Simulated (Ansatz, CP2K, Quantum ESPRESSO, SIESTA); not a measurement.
One calculation of La2O3, 4 ways

```xyz
5
Lattice="3.9308 0.0000 0.0000 -1.9654 3.4042 0.0000 0.0000 0.0000 6.1120" Properties=species:S:1:pos:R:3 pbc="T T T"
La    0.0000    2.2694    1.5050
La    1.9654    1.1347    4.6070
O     0.0000    0.0000    0.0000
O     0.0000    2.2694    3.9477
O     1.9654    1.1347    2.1643
```

The cell is a database's computed one, not the measured one.

Alike in all runs: task band structure; functional LDA; k mesh 8 × 8 × 5; occupations fermi-dirac, width 0.05 eV; no spin polarisation; no spin-orbit coupling. LDA stands for any of its common fits. Pressure is positive in compression and, in plane waves, holds the error of the finite cutoff. Gaps are the smaller of the mesh's and the band path's.

```tsv
program and potentials	plane-wave cutoff (eV)	notes	band gap (eV)	pressure (GPa)	largest force (eV/Å)
SIESTA, files PseudoDojo sr-lda-0.4.1-standard, PseudoDojo sr-pbe-0.4.1-standard, DZP (energy shift 0.003 Ry; two zetas on semicore shells)	-	atomic basis; potentials made for PBE	3.59	0.78	0.220
Quantum ESPRESSO, GBRV 1.5 LDA	612	-	3.75	-5.92	0.143
Ansatz, all-electron LAPW, scalar-relativistic	-	-	?	?	?
CP2K, GTH_POTENTIALS La GTH-PADE-q11, O GTH-PADE-q6; TZVP-MOLOPT-SR-GTH, TZVP-MOLOPT-PBE-GTH basis	-	atomic basis	3.75	-4.16	0.064
```

Problem. Estimate from the other rows what the run with Ansatz, all-electron LAPW, scalar-relativistic gave.

Solution. Band gap 3.73 eV; pressure -6.27 GPa; largest force 0.167 eV/Å. The other rows, which needn't bracket it: band gap 3.59 to 3.75; pressure -5.92 to 0.78; largest force 0.064 to 0.220.
